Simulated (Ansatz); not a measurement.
# NbC (Niobocarbide): the cost of one run

The runs shown are made with Ansatz 0.2.0. PAW datasets, plane waves, zero pressure. (Simulation; spin polarisation is off.)

1 further run of the same task is left out (set aside as unsound or not needed).

## 1. Starting point

It is cubic, Fm-3m (No. 225); conventional cell a = 4.469 Å, 11.16 Å³ an atom. Around Nb lie 6 C at 2.23 Å; around C lie 6 Nb at 2.23 Å.

As a file:

Space group Fm-3m (No. 225). a = 4.469 Å, b = 4.469 Å, c = 4.469 Å, α = 90.00°, β = 90.00°, γ = 90.00°
| atom | site | symmetry | x | y | z |
| --- | --- | --- | --- | --- | --- |
| Nb | 4a | m-3m | 0.0000 | 0.0000 | 0.0000 |
| C | 4b | m-3m | 0.5000 | 0.0000 | 0.0000 |

## 2. Relaxation with PBE

Contents of input.yaml:

```yaml
crystal:
  lattice:
    - [0.0, 2.23455, 2.23455]
    - [2.23455, 0.0, 2.23455]
    - [2.23455, 2.23455, 0.0]
  atoms:
    - { symbol: Nb, position: [0.0, 0.0, 0.0] }
    - { symbol: C, position: [0.5, 0.5, 0.5] }
kpoints:
  mp_grid: { grid: [8, 8, 8] }
hamiltonian:
  xc: pbe
scf:
  occupations: { method: fermi_dirac, width: 0.02 }
relax:
  f_tol: 0.005
  cell: {}
```

Command:

```console
> ansatz run input.yaml --threads 1 --pin off --max-ram 2304MiB --backend cpu --events-out ev --progress --plain --runs-dir out
```

What time and memory should one allow on 1 thread of Intel Xeon at 2.50GHz (Skylake/Cascade Lake), shared host?

About 6.3 s, with a peak of 0.31 GiB.
